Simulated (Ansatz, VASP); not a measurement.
## Two plane-wave programs on HfO2

```xyz
3
Lattice="0.0000 2.5575 2.5575 2.5575 0.0000 2.5575 2.5575 2.5575 0.0000" Properties=species:S:1:pos:R:3 pbc="T T T"
Hf    0.0000    0.0000    0.0000
O     3.8363    3.8363    3.8363
O     1.2788    1.2788    1.2788
```

Measurements of this composition are mostly on another form, of space group No. 14.

Alike in both runs: task single point; functional r2SCAN; k mesh 9 × 9 × 9; occupations fermi-dirac, width 0.05 eV; no spin polarisation.

|  | VASP | Ansatz |
| --- | --- | --- |
| version | VASP 6.6.1 | Ansatz 0.2.0 |
| potentials or method | VASP PAW PBE potentials, release 64 (Hf_pv, O) | Ansatz PAW |
| plane-wave cutoff (eV) | 520 | 500 |
| valence electrons in the cell | 22 | 38 |

VASP gave:

```
gap on the k mesh at the Fermi level (eV) : 4.33
least direct gap on the mesh (eV)         : 4.43
pressure (GPa)                            : -12.0
```

Task: Estimate Ansatz's values.

Result: gap on the k mesh at the Fermi level (eV): 4.32; least direct gap on the mesh (eV): 4.43; pressure (GPa): -8.4.

The two sets of potentials don't hold the same shells in valence.

Caveats: spin-orbit coupling is left out, which moves the levels of the heavy elements; the PAW data sets were made with another functional, which shifts forces and pressure a little (VASP); an odd mesh through Γ misses points on the zone boundary, where band edges often lie (VASP); odd divisions of the mesh miss points on the zone boundary, where band edges often lie, so the gap on the mesh can be too wide (Ansatz); the PAW data sets come from PBE, with cores solved anew for the run's functional, which leaves a small shift of forces and pressure (Ansatz). r2SCAN opens gaps a little over a GGA but as a rule still falls short of measured ones.
